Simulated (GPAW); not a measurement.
# GaP (F-43m) in GPAW: settings compared

Aim: see how the results for GaP move with the level of theory and the settings. Levels: PBE, HSE03. Tasks: single point.

All numbers are computed with GPAW 26.7.0; they aren't measurements. Logs are shortened: lines on timing, memory, paths and dates and some standing lists are left out, and cuts for length are marked. The log counts tension as positive stress, the text compression.

**What was measured.**

“Stacking defects in GaP nanowires: Electronic structure and optical properties”, 2018, arxiv:1810.01194 quotes, for a bulk crystal of GaP at 10 K: band gap 2.34 eV (indirect).

How close the calculation comes is told below.

### Step 1. Starting point

Symmetry: F-43m, No. 216, cubic system. The conventional cell has a = 5.451 Å, b = 5.451 Å, c = 5.451 Å, α = 90.00°, β = 90.00°, γ = 90.00°. Ga (site symmetry -43m) has 4 P at 2.36 Å as nearest neighbours. P (site symmetry -43m) has 4 Ga at 2.36 Å as nearest neighbours.

### Step 2. Single point, PBE

The input, run.py:

```python
from ase.dft.bandgap import bandgap
from ase.io import read, write
from ase.units import Bohr, GPa
from gpaw import GPAW, PW
from gpaw.elf import elf_from_dft_calculation

atoms = read('POSCAR')

calc = GPAW(mode=PW(600),
            xc='PBE',
            kpts={'size': (8, 8, 8), 'gamma': True},
            occupations={'name': 'methfessel-paxton', 'order': 0, 'width': 0.015},
            nbands=11,
            convergence={'density': 1e-05, 'energy': 1e-05},
            maxiter=150,
            txt='gpaw.txt')
atoms.calc = calc
energy = atoms.get_potential_energy()
forces = atoms.get_forces()
stress = atoms.get_stress()
calc.write('gs.gpw')
write('result.traj', atoms)
print(f'Energy: {energy:.6f} eV')
print('Forces (eV/A):')
print(forces.round(4))
print('Stress (GPa):', (stress / GPa).round(3))
print('Fermi level:', round(calc.get_fermi_level(), 4), 'eV')
print(f'Gap: {bandgap(calc)[0]:.4f} eV, direct: {bandgap(calc, direct=True)[0]:.4f} eV')

# fields on the real-space grid
write('density.cube', atoms, data=calc.get_pseudo_density() * Bohr**3)
write('potential.cube', atoms, data=calc.get_electrostatic_potential())
write('elf.cube', atoms, data=elf_from_dft_calculation(calc).data)
```

The input, POSCAR:

```
GaP
1.0
    0.0000000000      2.7252500000      2.7252500000
    2.7252500000      0.0000000000      2.7252500000
    2.7252500000      2.7252500000      0.0000000000
Ga P
1 1
Direct
    0.0000000000      0.0000000000      0.0000000000
    0.7500000000      0.7500000000      0.7500000000
```

Potentials or basis: GPAW PAW data sets (gpaw-data 1.2.1), pw.

On the command line:

```
> OMP_NUM_THREADS=1 python run.py
```

gpaw.txt:

```text
__  _  _
 | _ |_)|_||  |
 |__||  | ||/\| - 26.7.0

Input parameters:
  mode=PW(ecut=600.0),
  convergence={'density': 1e-05, 'energy': 1e-05},
  kpts=MonkhorstPack(size=(8, 8, 8), gamma=True),
  maxiter=150,
  nbands=11,
  occupations=Occupations(name='methfessel-paxton', order=0, width=0.015),
  xc=XC(name='PBE')

Diagonalizing LCAO Hamiltonian
Converting LCAO to pw mode

                    P

       Ga

Atoms  # Å, Bohr magnetons
|   | symbol |        x |        y |        z |    initial magnetic moments |
|---|--------|----------|----------|----------|-----------------------------|
| 0 |     Ga | 0.000000 | 0.000000 | 0.000000 | ( 0.0000,  0.0000,  0.0000) |
| 1 |      P | 4.087875 | 4.087875 | 4.087875 | ( 0.0000,  0.0000,  0.0000) |

Unit cell  # Å
| periodic |        x |        y |        z |  lengths |    angles |
|----------|----------|----------|----------|----------|-----------|
|      yes | 0.000000 | 2.725250 | 2.725250 | 3.854086 | 60.000000 |
|      yes | 2.725250 | 0.000000 | 2.725250 | 3.854086 | 60.000000 |
|      yes | 2.725250 | 2.725250 | 0.000000 | 3.854086 | 60.000000 |

Number of symmetries: 24
Symmetry operations  # r_c * U_cc + t_c -> r_c
|    | kind |            matrix            |
|----|------|------------------------------|
|  0 |  E   |  1, 0, 0,  0, 1, 0,  0, 0, 1 |
|  1 |  σ   |  1, 0, 0,  0, 0, 1,  0, 1, 0 |
|  2 |  σ   |  1, 0,-1,  0, 1,-1,  0, 0,-1 |
|  3 |  C3  |  1, 0,-1,  0, 0,-1,  0, 1,-1 |
|  4 |  C3  |  1,-1, 0,  0,-1, 1,  0,-1, 0 |
|  5 |  σ   |  1,-1, 0,  0,-1, 0,  0,-1, 1 |
|  6 |  σ   |  0, 1, 0,  1, 0, 0,  0, 0, 1 |
|  7 |  C3  |  0, 1, 0,  0, 0, 1,  1, 0, 0 |
|  8 |  C2  |  0, 1,-1,  1, 0,-1,  0, 0,-1 |
|  9 |  S4  |  0, 1,-1,  0, 0,-1,  1, 0,-1 |
| 10 |  C3  |  0, 0, 1,  1, 0, 0,  0, 1, 0 |
| 11 |  σ   |  0, 0, 1,  0, 1, 0,  1, 0, 0 |
| 12 |  S4  |  0, 0,-1,  1, 0,-1,  0, 1,-1 |
| 13 |  C3  |  0, 0,-1,  0, 1,-1,  1, 0,-1 |
| 14 |  S4  |  0,-1, 1,  1,-1, 0,  0,-1, 0 |
| 15 |  C2  |  0,-1, 1,  0,-1, 0,  1,-1, 0 |
| 16 |  C3  |  0,-1, 0,  1,-1, 0,  0,-1, 1 |
| 17 |  S4  |  0,-1, 0,  0,-1, 1,  1,-1, 0 |
| 18 |  S4  | -1, 1, 0, -1, 0, 1, -1, 0, 0 |
| 19 |  C3  | -1, 1, 0, -1, 0, 0, -1, 0, 1 |
| 20 |  C3  | -1, 0, 1, -1, 1, 0, -1, 0, 0 |
| 21 |  S4  | -1, 0, 1, -1, 0, 0, -1, 1, 0 |
| 22 |  σ   | -1, 0, 0, -1, 1, 0, -1, 0, 1 |
| 23 |  C2  | -1, 0, 0, -1, 0, 1, -1, 1, 0 |

BZ-sampling:
  Number of BZ points: 512
  Number of IBZ points: 29

  Monkhorst-Pack size: [8, 8, 8]
  Monkhorst-Pack shift: [0.0625, 0.0625, 0.0625]

K-points  # in reciprocal-cell coordinates
|     |                                coordinates |     weight |
|-----|--------------------------------------------|------------|
|   0 | (  0.00000000,   0.00000000,   0.00000000) | 0.00195312 |
|   1 | (  0.12500000,   0.12500000,   0.00000000) | 0.01171875 |
|   2 | (  0.12500000,   0.12500000,   0.12500000) | 0.01562500 |
|   3 | (  0.25000000,   0.12500000,   0.12500000) | 0.02343750 |
|   4 | (  0.25000000,   0.25000000,   0.00000000) | 0.01171875 |
|   5 | (  0.25000000,   0.25000000,   0.12500000) | 0.04687500 |
|   6 | (  0.25000000,   0.25000000,   0.25000000) | 0.01562500 |
|   7 | (  0.37500000,   0.25000000,  -0.37500000) | 0.04687500 |
|   8 | (  0.37500000,   0.25000000,   0.12500000) | 0.04687500 |
|   9 | (  0.37500000,   0.25000000,   0.25000000) | 0.04687500 |
| ... |                                            |            |
|  28 | (  0.50000000,   0.50000000,   0.50000000) | 0.00781250 |

Plane wave coefficients: 1365
Cutoff: 600.0 eV

Spin-components: 1 (collinear spins)
Bands:           11
Projectors:      10
Spin-degeneracy: 2
Datatype:        complex128

Parallelization:
  kpt:    1
  domain: 1
  band:   1

Density:
  Valence electrons: 8.0
  Components: 1
  Grid points: [24 24 24]
  Charge: 0.0  # |e|

Potential:
  Grid points: [24 24 24]

species:
  Ga:
    name:    Gallium
    Z:       31.0
    valence: 3
    core:    28
    charge:  0.0  # [|e|]
    compensation charges:
      type: gauss
      rc: 0.37  # [Å]
      lmax: 2
    cutoffs:
      filter: 2.06  # [Å]
      core: 4.17  # [Å]
    projectors
    | kind |    occ | energy [eV] | rcut [Å] |
    |------|--------|-------------|----------|
    |   4s |  2.000 |      -8.945 |    1.164 |
    |   4p |  1.000 |      -2.580 |    1.164 |
    |    s |        |      18.266 |    1.164 |
    |    p |        |      24.631 |    1.164 |
    |    d |        |       0.000 |    1.164 |

    Using partial waves for Ga as LCAO basis

  P:
    name:    Phosphorus
    Z:       15.0
    valence: 5
    core:    10
    charge:  0.0  # [|e|]
    compensation charges:
      type: gauss
      rc: 0.30  # [Å]
      lmax: 2
    cutoffs:
      filter: 1.69  # [Å]
      core: 1.81  # [Å]
    projectors
    | kind |    occ | energy [eV] | rcut [Å] |
    |------|--------|-------------|----------|
    |   3s |  2.000 |     -13.968 |    0.953 |
    |   3p |  3.000 |      -5.506 |    0.953 |
    |    s |        |      13.244 |    0.953 |
    |    p |        |      21.705 |    0.953 |
    |    d |        |       0.000 |    0.953 |

    Using partial waves for P as LCAO basis

Reference energy: -62187.585188  # eV

eigensolver:
  PPCG
  Converge bands: occupied
  niter=2

density mixing:
  MSR1-Mixer
  Pratt-step length: 0.05
  Maximum mixing coefficient: 0.75
  Old densities: 10
  SVD Regularization: 0.005
  Good broyden scale: 1.0
  Trust region scale: 1.0
  Backstep threshold: 4.0
  History deletion threshold: 6.0
  Fourier metric: weight=20.0, sigma=0.015

occupation numbers:
  Methfessel-Paxton:
    width: 0.0150  # eV
    order: 0

poisson solver:
  ecut: 4800.0  # eV

xc functional:
  name: PBE with 2 nearest neighbor stencil

convergence criteria:
- Maximum integral of absolute [dens]ity change: 1e-05 electrons / valence electron
- Maximum [total energy] change in last 3 cyles: 1e-05 eV / valence electron
- Maximum integral of absolute [eigenst]ate change: 4e-08 eV^2 / valence electron
maximum number of iterations: 150

SCF iterations
|iter     | |      energy | eigst |  dens |
|---------|-|-------------|-------|-------|
|iter:   1| |   -9.218766 | -0.28 |       |
|iter:   2| |   -9.184672 | -2.34 | -0.84 |
|iter:   3| |   -9.036027 | -1.89 | -0.87 |
|iter:   4| |   -9.037229 | -3.46 | -1.52 |
|iter:   5| |   -9.037524 | -4.34 | -2.05 |
|iter:   6| |   -9.037562 | -5.62 | -2.79 |
|iter:   7| |   -9.037562c| -7.21 | -3.80 |
|iter:   8| |   -9.037562c| -7.58c| -4.36 |
|iter:   9| |   -9.037562c| -8.64c| -5.35c|

Converged in 9 steps
Energy contributions relative to reference atoms: (reference = -62187.585188)

Energy contributions:
  Kinetic:          24.590039
  Coulomb:         -21.584473
  Zero:              0.014661
  External:          0.000000
  Xc:              -12.057789
  Entropy:           0.000000
  Spinorbit:         0.000000
  ----------------------------
  Free energy:      -9.037562
  Extrapolated:     -9.037562

dipole moment: (-10.829216, -10.829216, -10.829216)  # |e|*Ang

Fermi level: 5.492
Eigenvalues  # (at kpt = [0.000, 0.000, 0.000])
| band index |      eig [eV] | occ [0-2] |
|------------|---------------|-----------|
|          0 |        -7.509 |     2.000 |
|          1 |         4.954 |     2.000 |
|          2 |         4.954 |     2.000 |
|          3 |         4.954 |     2.000 |
|          4 |         6.848 |     0.000 |
|          5 |         8.885 |     0.000 |
|          6 |         8.885 |     0.000 |
|          7 |         8.885 |     0.000 |
|          8 |        13.831 |     0.000 |
|          9 |        14.653 |     0.000 |
|         10 |        14.653 |     0.000 |

Gap: 1.668 eV
Transition (v -> c):
  (s=0, k=0, n=3, [0.00, 0.00, 0.00]) -> (s=0, k=24, n=4, [0.50, 0.50, 0.00])
Direct/indirect transitions are different
Direct gap: 1.895 eV
Transition at: (s=0, k=0, n=3, [0.00, 0.00, 0.00])

Forces  # eV/Ang
|        x |        y |        z |
|----------|----------|----------|
| -0.00000 | -0.00000 | -0.00000 |  # Ga   0
| -0.00000 | -0.00000 |  0.00000 |  # P    1

Stress tensor  # eV/Ang^3
|         x |         y |         z |
|-----------|-----------|-----------|
| -0.028378 |  0.000000 | -0.000000 |
|  0.000000 | -0.028378 |  0.000000 |
| -0.000000 |  0.000000 | -0.028378 |

# Writing to gs.gpw (mode='')
```

Run time: 10 s. Hardware: 1 thread of Arm Neoverse V1, shared host; peak memory 0.15 GiB.

Results:

```
Free energy            : -9.0376 eV
Pressure               : 4.5 GPa
Band gap on the k mesh : 1.67 eV, indirect (least direct gap 1.89 eV)
```

Levels at points of the mesh, in eV from the valence-band top:
```csv
k point,band 2,band 3,band 4,band 5,band 6,band 7
"(0.00, 0.00, 0.00)",0.00,0.00,0.00,1.89,3.93,3.93
"(0.50, 0.50, 0.00)",-6.72,-2.66,-2.66,1.67,1.85,10.64
"(0.50, 0.50, 0.50)",-6.60,-1.11,-1.11,1.73,4.75,4.75
```

### Step 3. Single point, PBE

The input, run.py:

```python
from ase.dft.bandgap import bandgap
from ase.io import read, write
from ase.units import GPa
from gpaw import GPAW, PW

atoms = read('GaP.xyz')

calc = GPAW(mode=PW(600),
            xc='PBE',
            kpts={'size': (8, 8, 8), 'gamma': True},
            occupations={'name': 'methfessel-paxton', 'order': 0, 'width': 0.016},
            nbands=11,
            convergence={'density': 1e-05, 'energy': 1e-05},
            maxiter=150,
            txt='gpaw.txt')
atoms.calc = calc
energy = atoms.get_potential_energy()
forces = atoms.get_forces()
stress = atoms.get_stress()
calc.write('gs.gpw')
write('result.traj', atoms)
print(f'Energy: {energy:.6f} eV')
print('Forces (eV/A):')
print(forces.round(4))
print('Stress (GPa):', (stress / GPa).round(3))
print('Fermi level:', round(calc.get_fermi_level(), 4), 'eV')
print(f'Gap: {bandgap(calc)[0]:.4f} eV, direct: {bandgap(calc, direct=True)[0]:.4f} eV')
```

The input, GaP.xyz:

```xyz
2
Lattice="0.0000000000 2.7252500000 2.7252500000 2.7252500000 0.0000000000 2.7252500000 2.7252500000 2.7252500000 0.0000000000" Properties=species:S:1:pos:R:3 pbc="T T T"
Ga     0.0000000000      0.0000000000      0.0000000000
P      4.0878750000      4.0878750000      4.0878750000
```

Potentials or basis: GPAW PAW data sets (gpaw-data 1.2.1), pw.

On the command line:

```
> OMP_NUM_THREADS=1 python run.py
```

gpaw.txt:

```text
__  _  _
 | _ |_)|_||  |
 |__||  | ||/\| - 26.7.0

Input parameters:
  mode=PW(ecut=600.0),
  convergence={'density': 1e-05, 'energy': 1e-05},
  kpts=MonkhorstPack(size=(8, 8, 8), gamma=True),
  maxiter=150,
  nbands=11,
  occupations=Occupations(name='methfessel-paxton', order=0, width=0.016),
  xc=XC(name='PBE')

Diagonalizing LCAO Hamiltonian
Converting LCAO to pw mode

                    P

       Ga

Atoms  # Å, Bohr magnetons
|   | symbol |        x |        y |        z |    initial magnetic moments |
|---|--------|----------|----------|----------|-----------------------------|
| 0 |     Ga | 0.000000 | 0.000000 | 0.000000 | ( 0.0000,  0.0000,  0.0000) |
| 1 |      P | 4.087875 | 4.087875 | 4.087875 | ( 0.0000,  0.0000,  0.0000) |

Unit cell  # Å
| periodic |        x |        y |        z |  lengths |    angles |
|----------|----------|----------|----------|----------|-----------|
|      yes | 0.000000 | 2.725250 | 2.725250 | 3.854086 | 60.000000 |
|      yes | 2.725250 | 0.000000 | 2.725250 | 3.854086 | 60.000000 |
|      yes | 2.725250 | 2.725250 | 0.000000 | 3.854086 | 60.000000 |

Number of symmetries: 24
Symmetry operations  # r_c * U_cc + t_c -> r_c
|    | kind |            matrix            |
|----|------|------------------------------|
|  0 |  E   |  1, 0, 0,  0, 1, 0,  0, 0, 1 |
|  1 |  σ   |  1, 0, 0,  0, 0, 1,  0, 1, 0 |
|  2 |  σ   |  1, 0,-1,  0, 1,-1,  0, 0,-1 |
|  3 |  C3  |  1, 0,-1,  0, 0,-1,  0, 1,-1 |
|  4 |  C3  |  1,-1, 0,  0,-1, 1,  0,-1, 0 |
|  5 |  σ   |  1,-1, 0,  0,-1, 0,  0,-1, 1 |
|  6 |  σ   |  0, 1, 0,  1, 0, 0,  0, 0, 1 |
|  7 |  C3  |  0, 1, 0,  0, 0, 1,  1, 0, 0 |
|  8 |  C2  |  0, 1,-1,  1, 0,-1,  0, 0,-1 |
|  9 |  S4  |  0, 1,-1,  0, 0,-1,  1, 0,-1 |
| 10 |  C3  |  0, 0, 1,  1, 0, 0,  0, 1, 0 |
| 11 |  σ   |  0, 0, 1,  0, 1, 0,  1, 0, 0 |
| 12 |  S4  |  0, 0,-1,  1, 0,-1,  0, 1,-1 |
| 13 |  C3  |  0, 0,-1,  0, 1,-1,  1, 0,-1 |
| 14 |  S4  |  0,-1, 1,  1,-1, 0,  0,-1, 0 |
| 15 |  C2  |  0,-1, 1,  0,-1, 0,  1,-1, 0 |
| 16 |  C3  |  0,-1, 0,  1,-1, 0,  0,-1, 1 |
| 17 |  S4  |  0,-1, 0,  0,-1, 1,  1,-1, 0 |
| 18 |  S4  | -1, 1, 0, -1, 0, 1, -1, 0, 0 |
| 19 |  C3  | -1, 1, 0, -1, 0, 0, -1, 0, 1 |
| 20 |  C3  | -1, 0, 1, -1, 1, 0, -1, 0, 0 |
| 21 |  S4  | -1, 0, 1, -1, 0, 0, -1, 1, 0 |
| 22 |  σ   | -1, 0, 0, -1, 1, 0, -1, 0, 1 |
| 23 |  C2  | -1, 0, 0, -1, 0, 1, -1, 1, 0 |

BZ-sampling:
  Number of BZ points: 512
  Number of IBZ points: 29

  Monkhorst-Pack size: [8, 8, 8]
  Monkhorst-Pack shift: [0.0625, 0.0625, 0.0625]

[... 79 lines left out ...]
    |------|--------|-------------|----------|
    |   3s |  2.000 |     -13.968 |    0.953 |
    |   3p |  3.000 |      -5.506 |    0.953 |
    |    s |        |      13.244 |    0.953 |
    |    p |        |      21.705 |    0.953 |
    |    d |        |       0.000 |    0.953 |

    Using partial waves for P as LCAO basis

Reference energy: -62187.585188  # eV

eigensolver:
  PPCG
  Converge bands: occupied
  niter=2

density mixing:
  MSR1-Mixer
  Pratt-step length: 0.05
  Maximum mixing coefficient: 0.75
  Old densities: 10
  SVD Regularization: 0.005
  Good broyden scale: 1.0
  Trust region scale: 1.0
  Backstep threshold: 4.0
  History deletion threshold: 6.0
  Fourier metric: weight=20.0, sigma=0.015

occupation numbers:
  Methfessel-Paxton:
    width: 0.0160  # eV
    order: 0

poisson solver:
  ecut: 4800.0  # eV

xc functional:
  name: PBE with 2 nearest neighbor stencil

convergence criteria:
- Maximum integral of absolute [dens]ity change: 1e-05 electrons / valence electron
- Maximum [total energy] change in last 3 cyles: 1e-05 eV / valence electron
- Maximum integral of absolute [eigenst]ate change: 4e-08 eV^2 / valence electron
maximum number of iterations: 150

SCF iterations
|iter     | |      energy | eigst |  dens |
|---------|-|-------------|-------|-------|
|iter:   1| |   -9.218766 | -0.28 |       |
|iter:   2| |   -9.184672 | -2.34 | -0.84 |
|iter:   3| |   -9.036027 | -1.89 | -0.87 |
|iter:   4| |   -9.037229 | -3.46 | -1.52 |
|iter:   5| |   -9.037524 | -4.34 | -2.05 |
|iter:   6| |   -9.037562 | -5.62 | -2.79 |
|iter:   7| |   -9.037562c| -7.21 | -3.80 |
|iter:   8| |   -9.037562c| -7.58c| -4.36 |
|iter:   9| |   -9.037562c| -8.64c| -5.35c|

Converged in 9 steps
Energy contributions relative to reference atoms: (reference = -62187.585188)

Energy contributions:
  Kinetic:          24.590039
  Coulomb:         -21.584473
  Zero:              0.014661
  External:          0.000000
  Xc:              -12.057789
  Entropy:           0.000000
  Spinorbit:         0.000000
  ----------------------------
  Free energy:      -9.037562
  Extrapolated:     -9.037562

dipole moment: (-10.829216, -10.829216, -10.829216)  # |e|*Ang

Fermi level: 5.492
Eigenvalues  # (at kpt = [0.000, 0.000, 0.000])
| band index |      eig [eV] | occ [0-2] |
|------------|---------------|-----------|
|          0 |        -7.509 |     2.000 |
|          1 |         4.954 |     2.000 |
|          2 |         4.954 |     2.000 |
|          3 |         4.954 |     2.000 |
|          4 |         6.848 |     0.000 |
|          5 |         8.885 |     0.000 |
|          6 |         8.885 |     0.000 |
|          7 |         8.885 |     0.000 |
|          8 |        13.831 |     0.000 |
|          9 |        14.653 |     0.000 |
|         10 |        14.653 |     0.000 |

Gap: 1.668 eV
Transition (v -> c):
  (s=0, k=0, n=3, [0.00, 0.00, 0.00]) -> (s=0, k=24, n=4, [0.50, 0.50, 0.00])
Direct/indirect transitions are different
Direct gap: 1.895 eV
Transition at: (s=0, k=0, n=3, [0.00, 0.00, 0.00])

Forces  # eV/Ang
|        x |        y |        z |
|----------|----------|----------|
| -0.00000 | -0.00000 | -0.00000 |  # Ga   0
| -0.00000 | -0.00000 |  0.00000 |  # P    1

Stress tensor  # eV/Ang^3
|         x |         y |         z |
|-----------|-----------|-----------|
| -0.028378 |  0.000000 | -0.000000 |
|  0.000000 | -0.028378 |  0.000000 |
| -0.000000 |  0.000000 | -0.028378 |

# Writing to gs.gpw (mode='')
```

stdout:

```text
Energy: -9.037562 eV
Forces (eV/A):
[[-0. -0. -0.]
 [-0. -0.  0.]]
Stress (GPa): [-4.547 -4.547 -4.547  0.    -0.     0.   ]
Fermi level: 5.4917 eV
Gap: 1.6682 eV, direct: 1.8948 eV
```

It took 10 s on 1 thread of Arm Neoverse V1, shared host; peak memory 0.15 GiB.

Results:

```yaml
Free_energy: -9.0376 eV
Pressure: 4.5 GPa
Band_gap_on_the_k_mesh: 1.67 eV, indirect (least direct gap 1.89 eV)
```

Levels at points of the mesh, in eV from the valence-band top:
```tsv
k point	band 2	band 3	band 4	band 5	band 6	band 7
(0.00, 0.00, 0.00)	0.00	0.00	0.00	1.89	3.93	3.93
(0.50, 0.50, 0.00)	-6.72	-2.66	-2.66	1.67	1.85	10.64
(0.50, 0.50, 0.50)	-6.60	-1.11	-1.11	1.73	4.75	4.75
```

[end of part 1 of 2]
